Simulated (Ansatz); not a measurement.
# Ca9F16: the cost of one run

Program: Ansatz 0.2.0. Level of theory: DFT PBEsol, scalar-relativistic, plane waves, PAW. These are calculated values, not measurements.

1 further run of the same task is left out (it didn't finish).

## (1) The structure to begin with

It takes space group Cm (No. 8, monoclinic). Conventional cell: a = 7.465 Å, b = 7.465 Å, c = 22.238 Å, α = 90.00°, β = 90.00°, γ = 90.00°. Ca (site symmetry m) is surrounded by 4 F at 2.29 Å. Around F (site symmetry 1) lie 4 Ca at 2.28 to 2.36 Å. Around F (site symmetry m) lie 4 Ca at 2.28 to 2.36 Å. Around Ca (site symmetry 1) lie 8 F at 2.28 to 2.36 Å. F (site symmetry m) is surrounded by 4 Ca at 2.29 to 2.36 Å. Around F (site symmetry 1) lie 4 Ca at 2.29 to 2.36 Å. Only part of the 19 independent sites is listed.

Coordinates:

```cif
data_structure
_symmetry_space_group_name_H-M 'P 1'
_symmetry_Int_Tables_number 1
_cell_length_a 5.2786
_cell_length_b 5.2786
_cell_length_c 22.2375
_cell_angle_alpha 90.000
_cell_angle_beta 90.000
_cell_angle_gamma 90.000
_cell_volume 619.62
loop_
_atom_site_label
_atom_site_type_symbol
_atom_site_fract_x
_atom_site_fract_y
_atom_site_fract_z
_atom_site_occupancy
Ca1 Ca 0.00000 0.00000 0.04497 1
F1 F 0.25093 0.75077 0.22789 1
F2 F 0.25122 0.25131 0.22800 1
Ca2 Ca 0.00058 0.50050 0.16909 1
F3 F 0.25000 0.25000 0.10431 1
F4 F 0.25000 0.75000 0.10431 1
Ca3 Ca 0.50043 0.00065 0.16909 1
F5 F 0.75000 0.75000 0.10431 1
F6 F 0.75000 0.25000 0.10431 1
Ca4 Ca 0.50000 0.50000 0.04497 1
F7 F 0.75066 0.25103 0.22790 1
F8 F 0.75106 0.75119 0.22779 1
Ca5 Ca 0.00109 0.00126 0.29279 1
F9 F 0.24921 0.75548 0.47527 1
F10 F 0.24899 0.24984 0.47537 1
Ca6 Ca 0.00188 0.50138 0.41670 1
F11 F 0.25110 0.25148 0.35156 1
F12 F 0.25124 0.75213 0.35159 1
Ca7 Ca 0.50139 0.00191 0.41669 1
F13 F 0.75175 0.75218 0.35174 1
F14 F 0.75209 0.25167 0.35160 1
Ca8 Ca 0.50132 0.50150 0.29308 1
F15 F 0.75451 0.24939 0.47532 1
F16 F 0.75479 0.75543 0.47520 1
Ca9 Ca 0.00167 0.00212 0.52117 1
```

## (2) Dynamics from the start

File input.yaml:

```yaml
crystal:
  lattice:
    - [5.2786, 0.0, 0.0]
    - [0.0, 5.2786, 0.0]
    - [0.0, 0.0, 22.23755]
  atoms:
    - { symbol: Ca, position: [0.0, 0.0, 0.044969] }
    - { symbol: F, position: [0.25093115, 0.75077129, 0.22789371] }
    - { symbol: F, position: [0.2512183, 0.25130814, 0.22799949] }
    - { symbol: Ca, position: [0.00058204, 0.50049661, 0.16909039] }
    - { symbol: F, position: [0.25, 0.25, 0.1043123] }
    - { symbol: F, position: [0.25, 0.75, 0.1043123] }
    - { symbol: Ca, position: [0.50043053, 0.00065174, 0.16909011] }
    - { symbol: F, position: [0.75, 0.75, 0.1043123] }
    - { symbol: F, position: [0.75, 0.25, 0.1043123] }
    - { symbol: Ca, position: [0.5, 0.5, 0.044969] }
    - { symbol: F, position: [0.75066011, 0.25103181, 0.22790298] }
    - { symbol: F, position: [0.75106358, 0.75118508, 0.2277873] }
    - { symbol: Ca, position: [0.00109416, 0.00126017, 0.29278735] }
    - { symbol: F, position: [0.24921419, 0.75547774, 0.47527212] }
    - { symbol: F, position: [0.24898998, 0.24983919, 0.4753655] }
    - { symbol: Ca, position: [0.00187532, 0.5013755, 0.41669838] }
    - { symbol: F, position: [0.25110266, 0.25148347, 0.35155552] }
    - { symbol: F, position: [0.25123797, 0.75213446, 0.35158956] }
    - { symbol: Ca, position: [0.50138616, 0.00191144, 0.4166858] }
    - { symbol: F, position: [0.75174933, 0.75218315, 0.3517368] }
    - { symbol: F, position: [0.75209395, 0.25167498, 0.35159657] }
    - { symbol: Ca, position: [0.5013178, 0.50149575, 0.29307791] }
    - { symbol: F, position: [0.75450999, 0.24939466, 0.47531925] }
    - { symbol: F, position: [0.75479132, 0.75542823, 0.47520074] }
    - { symbol: Ca, position: [0.00166681, 0.00212235, 0.52116519] }
basis:
  ecutwfc: 420.0
kpoints:
  mp_grid: { grid: [2, 2, 1] }
hamiltonian:
  xc: pbesol
  pseudopotentials: { kind: paw, azcp: { folder: soft_1 } }
scf:
  occupations: { method: fermi_dirac, width: 0.02 }
  lower_state_search: "off"
md:
  timestep: 2
  n_steps: 140
  ensemble: nvt_nose_hoover
  temperature: 1200.0
  initial_velocities: maxwell_boltzmann
  seed: 503731
  nose_hoover: { tau: 100.0, chain_length: 5 }
  constraints: [{ sites: [0, 4, 5, 7, 8, 9] }]
```

Command:

```bash
$ ansatz run input.yaml --threads 2 --pin off --max-ram 5120MiB --backend cpu --events-out ev --progress --plain --runs-dir out
```

**Question.** How long does this run take on 2 threads of Arm Neoverse V2, shared host, and how much memory does it need?

About 17 min, with a peak of 1.6 GiB.
